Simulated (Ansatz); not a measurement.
AlNi:

```
CELL_PARAMETERS angstrom
2.88100 0.00000 0.00000
0.00000 2.88100 0.00000
0.00000 0.00000 2.88100
ATOMIC_POSITIONS crystal
Ni 0.50000 0.50000 0.50000
Al 0.00000 0.00000 0.00000
```

Base run:

| Property | Result |
| --- | --- |
| Program | Ansatz 0.2.0 |
| Functional | PBEsol |
| Potentials or basis | all-electron LAPW, scalar-relativistic |
| Cutoff | 255 eV (chosen from the basis error) |
| Basis error allowed | 0.001 eV/atom |
| k mesh | 9 × 9 × 9 |
| Occupations | fermi-dirac, width 0.05 eV |
| Spin | collinear spin, ferromagnetic start |
| Starting moments | [1.0, 0.0] μB |
| Hubbard terms | Ni d U = 8 eV |

Its results: band gap on the k mesh none (metal or under the smearing width); pressure -4.5 GPa; net moment 0.00 μB per cell.

Q: The run is repeated on the same cell with these changes: hubbard terms from Ni d U = 8 eV to Ni d U = 2 eV. What comes out?

A: Band gap on the k mesh none (metal or under the smearing width); pressure -4.0 GPa; net moment 0.00 μB per cell.

Caveats: the magnetic state may not be the lowest; U is the effective U less J, on atomic orbitals that reach past the spheres; the U is typed as a test and isn't derived for this compound; the starting moments weren't kept.
